GPAW 26.7.0, PAW DFT with plane waves up to 600 eV, for GaAs in one fixed cell (F-43m, a = 5.654 Å), with an 8 × 8 × 8 k mesh and Fermi-Dirac smearing of 0.05 eV. The gaps are taken along Γ–X–W–K–Γ–L–U–W–L–K|U–X and include spin-orbit coupling, added by second variation after self-consistency (for TASK without the exchange-correlation potential).

```
functional                                           potentials  gap on path (eV)  direct gap on path (eV)
    PBEsol  PAW-data-sets-made-by gpaw-setup-for-the-functional             0.396                    0.396
      RPBE                 GPAW-PAW-data-sets-(gpaw-data-1.2.1)             0.593                    0.593
      BP86  PAW-data-sets-made-by gpaw-setup-for-the-functional             0.385                    0.385
   C09-vdW                 GPAW-PAW-data-sets-(gpaw-data-1.2.1)             0.443                    0.443
    PBEint  PAW-data-sets-made-by gpaw-setup-for-the-functional             0.477                    0.477
      TASK                 GPAW-PAW-data-sets-(gpaw-data-1.2.1)             1.551                    1.551
        WC  PAW-data-sets-made-by gpaw-setup-for-the-functional             0.343                    0.343
 vdW-DF-cx                 GPAW-PAW-data-sets-(gpaw-data-1.2.1)             0.468                    0.468
```

Seven of the eight functionals put the gap of GaAs between 0.34 and 0.59 eV, while TASK gives 1.55 eV. The atoms sit at the same places in every row, so this large step comes from the treatment of the electrons and not from a change of the lattice. The gap on path, the smallest energy difference between filled and empty bands anywhere on the path, equals the direct gap on path in every row. The functionals therefore disagree about the size of the gap but not about its direct character.

The difference begins with what an electron feels in each calculation. A GGA builds its exchange-correlation potential from the density and its gradient, and every orbital, filled or empty, moves in that one potential. A real gap, however, is the cost of taking an electron out of the crystal less the energy regained when one is added. Adding an electron across the gap makes the exact potential jump by a constant, and this jump belongs to the gap although it is absent from the band energies:

true gap = (lowest empty level − highest filled level) + jump

The levels here are those of the exact potential, which is the same for all orbitals. A GGA band gap leaves the jump out, which is the standard reason why such gaps are too small.

TASK also uses the kinetic-energy density, which measures how steeply the occupied orbitals vary in space. Its contribution then acts on the slope of each orbital, so two orbitals at the same place can be shifted differently. In this way part of the missing jump enters the band energies themselves. TASK was designed with a strong dependence of this kind, and theory thus leads us to expect a wide gap. The table agrees, but with only one functional of this type it cannot show how much others would gain.

The two van der Waals functionals provide a useful comparison. Their correlation energy links distant points of the crystal, yet it still depends on the density alone and gives one potential for all orbitals. Their gaps, 0.44 eV for C09-vdW and 0.47 eV for vdW-DF-cx, stay within the GGA range. Both runs also share an oddity with TASK: their total energies are positive, about 46 and 42 eV against 16 eV for TASK, although a bound crystal should lie below its reference atoms. The atomic reference data were thus probably made with another functional. The van der Waals gaps show no comparable opening, which makes such a mismatch an unlikely main cause of the TASK gap. The comparison is not a full test, however, because TASK also needs the kinetic-energy density of the frozen cores.

Spin-orbit coupling lowers the gap by about 0.12 eV in every row. It splits the p-like top of the valence band and pushes its upper part upwards, while the s-like bottom of the conduction band stays where it is. Because the highest valence states are much the same p orbitals of arsenic and gallium in all rows, the lowering hardly depends on the functional. For TASK this step left out the exchange-correlation potential, yet the lowering is nearly the same. The splittings are known to come out somewhat too wide, so the printed gaps are slightly too small, but their order is unaffected.

Among the GGAs, WC, PBEsol, PBEint and RPBE form a rising series. In PBEsol exchange responds weakly to density gradients, in RPBE strongly, and PBEint lies between, so these three gaps grow with the response. WC does not fit this simple rule: at small gradients its exchange responds about as strongly as that of RPBE and more than that of PBEsol or PBEint, yet its gap is the smallest. The response at small gradients therefore does not set the order. WC and RPBE share the same correlation part, so correlation cannot be what separates them. Apart from the atomic data, they differ in exchange at larger gradients, where the response of WC flattens to about that of PBEsol while that of RPBE is much stronger. The shape of exchange in this range is thus the expected cause, though no calculation here isolates it. From WC to RPBE the lowest empty level rises against the valence top by 0.25 eV at Γ, the centre of the Brillouin zone, and by 0.19 eV at points well out towards X and L. The conduction band thus lifts broadly but unevenly, and at some other points of the mesh the rise is less than half of that at Γ. At Γ itself the threefold, p-like empty level rises by only 0.06 eV and the lowest valence level by 0.08 eV, so the large shift belongs to the empty s-like state. Such a state reaches deep into the atoms and is expected to follow how far a functional places the atomic s levels below the p levels, but no calculation here isolates that effect.

BP86 is a second exception. Its exchange responds to gradients at least as strongly as that of PBEint, which would suggest a larger gap, but its gap is only 0.39 eV, level with PBEsol for practical purposes. The pressure in the fixed cell makes the contrast plain: BP86 pushes the lattice outwards with 4.5 GPa, against 2.2 GPa for PBEint and 6.3 GPa for RPBE. It treats the bonds like a functional with strong gradient dependence and the gap like one with a weak dependence. Its different correlation part or the different shape of its exchange at larger gradients may be responsible, and its own atomic data set is not excluded; comparing the atomic s and p levels of the functionals would help to decide.

The atomic data also limit what the rest of the series can prove. WC, PBEsol and PBEint all use data sets made for the functional, so their rise from 0.34 to 0.48 eV does not come from a change of source. Each of them still has its own data set, though, and the effect of that on the gap is untested. The last step, to RPBE, does cross from one source to the other. Its direction fits the stronger gradient dependence, but its size may contain a contribution from the data sets.

The seven smaller gaps reach only about 23 to 40 % of the measured value, roughly 1.5 eV as recalled. TASK comes close to the measured gap, but this agreement belongs to the chosen cell, to atomic data that seem to be made with another functional, and to a calculation that freezes the 3d electrons of gallium, so it is no proof of accuracy.

The cell matters because the gap of GaAs shrinks when the crystal expands. The empty state at Γ is antibonding, and it comes down when the atoms move apart. A recalled coefficient of about 0.11 eV per GPa turns the computed pressure into an estimate of the gap after each functional has relaxed the lattice:

gap at zero pressure ≈ gap in this cell − 0.11 eV/GPa × pressure

For RPBE this gives 0.593 − 0.11 × 6.33 = −0.10 eV. The negative number means that the gap may close, not that a gap of this size exists; so large an expansion strains a linear estimate, and no relaxed calculation is at hand to test it.

The same estimate gives 0.20 to 0.25 eV for WC, PBEint and PBEsol, and again a value below zero for BP86. RPBE would thus fall from the top of the GGAs to the bottom, beside BP86, because the GGA that opens the gap most in this fixed cell also expands the lattice most. TASK would drop to about 1.1 eV and still stand far above these GGAs, though its pressure rests on the same doubtful atomic data as its gap. On this estimate the order among the GGAs is tied to the chosen cell, whereas the distance between them and TASK should largely survive relaxation.
